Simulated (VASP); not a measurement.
Input of a VASP 6.6.1 run:

POSCAR

```
InP
1.0
    0.0000000000      2.9438544248      2.9438544248
    2.9438544248      0.0000000000      2.9438544248
    2.9438544248      2.9438544248      0.0000000000
In P
1 1
Direct
    0.0000000000      0.0000000000      0.0000000000
    0.7500000000      0.7500000000      0.7500000000
```

Contents of INCAR.step1:

```
SYSTEM = InP
PREC     = Accurate       ! precision mode
ENCUT    = 520            ! plane-wave cutoff, eV
ISMEAR   = -1             ! smearing method
SIGMA    = 0.05           ! smearing width, eV
LREAL    = .FALSE.        ! projectors in reciprocal space
LASPH    = .TRUE.         ! aspherical terms in the spheres
NELM     = 80             ! most SCF steps
NBANDS   = 16             ! bands
GGA      = PE             ! functional
ALGO     = Normal         ! electronic algorithm
EDIFF    = 1E-4           ! SCF threshold, eV
LWAVE    = .TRUE.         ! write WAVECAR
LCHARG   = .FALSE.        ! write CHGCAR
```

Contents of INCAR.step2:

```
SYSTEM = InP
PREC     = Accurate       ! precision mode
ENCUT    = 520            ! plane-wave cutoff, eV
EDIFF    = 1E-6           ! SCF threshold, eV
ISMEAR   = -1             ! smearing method
SIGMA    = 0.05           ! smearing width, eV
LREAL    = .FALSE.        ! projectors in reciprocal space
LASPH    = .TRUE.         ! aspherical terms in the spheres
NELM     = 80             ! most SCF steps
ALGO     = Normal         ! electronic algorithm
ISIF     = 2              ! what is computed and relaxed
LWAVE    = .FALSE.        ! write WAVECAR
LCHARG   = .FALSE.        ! write CHGCAR
METAGGA  = R2SCAN         ! meta-GGA
LMIXTAU  = .TRUE.       
IVDW     = 13             ! dispersion correction
VDW_S6   = 1.0          
VDW_S8   = 0.6018749    
VDW_A1   = 0.51559235   
VDW_A2   = 5.77342911   
NBANDS   = 16             ! bands
ISTART   = 1
```

KPOINTS

```
Automatic mesh
0
G
  8 8 8
  0 0 0
```

Potentials or basis: VASP PAW PBE potentials, release 64 (In_d, P).

Run with:

```bash
$ cat potpaw_PBE.64/In_d/POTCAR potpaw_PBE.64/P/POTCAR > POTCAR
$ cp INCAR.step1 INCAR
$ mpirun -np 1 vasp_std > vasp.out
$ cp INCAR.step2 INCAR
$ mpirun -np 1 vasp_std > vasp.out
```

**Question.** Estimate the pressure.

**Answer.** -0.1 GPa.

**Question.** Estimate the band gap on the k mesh.

**Answer.** 1.09 eV, direct.

Caveat: the PAW data sets were made with another functional, which shifts forces and pressure a little; spin-orbit coupling is left out, which moves the levels of the heavy elements.

**The experiment to reproduce.**

A printed reference work, data compilation reports, for a bulk crystal of InP at 1.6 K: band gap 1.4236 eV (direct).

A measured gap of InP is 1.4236 eV (direct; 1.6 K; a printed reference work, data compilation); the calculated 1.09 eV misses it by -0.33 eV. Spin-orbit coupling on In is left out. The value is that of r2SCAN+D4, without temperature or zero-point motion.
